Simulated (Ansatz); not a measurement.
## LiCl: relaxed-ion elastic tensor

Computed with Ansatz, DFT PBE, scalar-relativistic, plane waves, PAW. Settings: 420 eV plane-wave cutoff, Γ-centred 8×8×8 mesh, fixed occupations. No spin polarisation.

Relaxed structure:
```
Li Cl
1.0
     0.00000    2.57518    2.57518
     2.57518    0.00000    2.57518
     2.57518    2.57518    0.00000
Li Cl
1 1
Direct
  0.50000 0.50000 0.50000
  0.00000 0.00000 0.00000
```

The cell has the rock salt type, in a space group that the Crystallography Open Database lists for this formula; it was reached from a generator's guess.

Q: Give the relaxed-ion elastic constants (GPa, Voigt order xx yy zz yz xz xy, on the Cartesian axes of the cell above).

A:
```
51.6 21.9 21.9  0.0  0.0  0.0
21.9 51.6 21.9  0.0  0.0  0.0
21.9 21.9 51.6  0.0  0.0  0.0
 0.0  0.0  0.0 24.9  0.0  0.0
 0.0  0.0  0.0  0.0 24.9  0.0
 0.0  0.0  0.0  0.0  0.0 24.9
```

Q: Is the crystal stable against homogeneous strain?

A: Yes: the least eigenvalue of the tensor is 24.9 GPa.

Q: And the moduli of a polycrystal (Hill averages)?

A: B = 32 GPa, G = 20 GPa, E = 50 GPa, ν = 0.24.
